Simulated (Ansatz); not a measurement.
Runs of Ansatz 0.2.0 on Bi. It takes space group C2/m (No. 12, monoclinic). Conventional cell: a = 6.977 Å, b = 6.265 Å, c = 3.359 Å, α = 90.00°, β = 112.04°, γ = 90.00°. Bi (site symmetry m) is surrounded by 6 Bi at 3.21 to 3.45 Å. This isn't the form of Bi at room conditions, which is rhombohedral.

```csv
task,level,spin,cell,k mesh,points for each segment of the path,atoms under strain,gap on the mesh (eV),pressure (GPa),relaxed volume (Å³/atom),largest force (eV/Å)
band structure,LDA,"SOC, no magnetisation",as given,5 × 5 × 7,14,-,none,-2.4,-,(b)
relaxation of cell and atoms,revPBE+D3(BJ),off,relaxed,6 × 6 × 9,-,-,none,0.0,31.88,-
relaxation of cell and atoms,LDA,off,relaxed,6 × 6 × 9,-,-,none,0.0,31.57,-
elastic constants,PBEsol,off,as given,5 × 5 × 7,-,relaxed,none,-2.2,-,-
relaxation of cell and atoms,PBEsol,off,relaxed,6 × 6 × 9,-,-,none,0.0,(a),-
relaxation of cell and atoms,BLYP+D3(BJ),off,relaxed,6 × 6 × 9,-,-,none,0.0,32.76,-
band structure,PBEsol,off,as given,6 × 6 × 9,14,-,none,-2.5,-,0.06
relaxation of cell and atoms,revPBE+D4,off,relaxed,6 × 6 × 9,-,-,none,0.0,32.34,0.01
```

Alike in all rows: potentials or basis Ansatz PAW; cutoff (eV) 420; smearing fermi-dirac 0.05 eV.

Task: Fill in the values left out.

Result: (a) 32.31; (b) 0.05.

Caveats: the PAW data sets come from PBE, with cores solved anew for the run's functional, which leaves a small shift of forces and pressure; spin-orbit coupling is left out, which moves the levels of the heavy elements (some runs); the plane-wave basis is chosen anew once the cell has moved, so the energies of steps on either side of that aren't comparable (some runs); pairwise dispersion overbinds metals, which lowers pressure and volume (some runs); the elastic tensor has a negative eigenvalue, so either the cell is unstable as it stands or the mesh is too thin (some runs).

A k mesh can miss the band edges, and rows without SOC leave out spin-orbit coupling on Bi.

A gap of «none» marks a metal or a gap under the smearing width.
